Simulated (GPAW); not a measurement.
Runs of GPAW 26.7.0 on PbS (Galena). The structure is cubic, space group Fm-3m (No. 225). The conventional cell has a = 5.931 Å, b = 5.931 Å, c = 5.931 Å, α = 90.00°, β = 90.00°, γ = 90.00°. Pb (site symmetry m-3m) is surrounded by 6 S at 2.97 Å. Around S (site symmetry m-3m) lie 6 Pb at 2.97 Å. 

```csv
task,level,potentials or basis,spin,cutoff (eV),maxiter,older calculator (legacy_gpaw),band path,band points,spin axis theta (degrees),gap on the mesh (eV),pressure (GPa),V0 of scaled cells (Å³/atom),B0 (GPa)
equation of state,PBEint,"PAW data sets generated in the run's folder for this functional, pw",off,600,150,-,-,-,-,-,-,25.97,(b)
band structure,optB88-vdW,"GPAW PAW data sets (gpaw-data 1.2.1), pw","SOC, no magnetisation",600,150,yes,"GXWKGLUWLK,UX",80,0,0.26,-,-,-
band structure,C09-vdW,"GPAW PAW data sets (gpaw-data 1.2.1), pw","SOC, no magnetisation",600,150,-,"GXWKGLUWLK,UX",80,0,(c),-,-,-
single point,LDA,"the program's PAW data sets (release 1.2.1) made for this functional, pw",off,500,120,-,-,-,-,0.19,-3.1,-,-
equation of state,PBE,"JTH PAW 2.0, PBE, pw",off,600,150,-,-,-,-,-,-,27.11,53
band structure,WC,"PAW data sets generated in the run's folder for this functional, pw","SOC, no magnetisation",600,150,-,"GXWKGLUWLK,UX",100,54.7,(a),-1.1,-,-
single point,TB-mBJ,"GPAW PAW data sets for LDA (gpaw-data 1.2.1), pw",off,600,150,-,-,-,-,0.97,-,-,-
```

Alike in all rows: cell as given; k mesh 6 × 6 × 6; smearing fermi-dirac 0.05 eV.

Fill in the values left out.

(a) 0.37; (b) 55; (c) 0.33.

Caveats: spin-orbit coupling was added after a scalar SCF, so levels and gaps hold it while energy, forces, pressure and moments don't (some runs); this program's spin-orbit splittings come out too wide for heavy elements (some runs); the PAW data sets were made with another functional, which shifts forces and pressure a little (some runs); spin-orbit coupling is left out, which as a rule narrows the gap of such compounds by several tenths of an eV (some runs); the cutoff is short for stress and forces, so pressures can be off by a GPa or more (some runs); the program truncates these outside data sets (some runs); a model potential gives levels but no total energy (some runs).

A k mesh can miss the band edges, and rows without SOC leave out spin-orbit coupling on Pb.
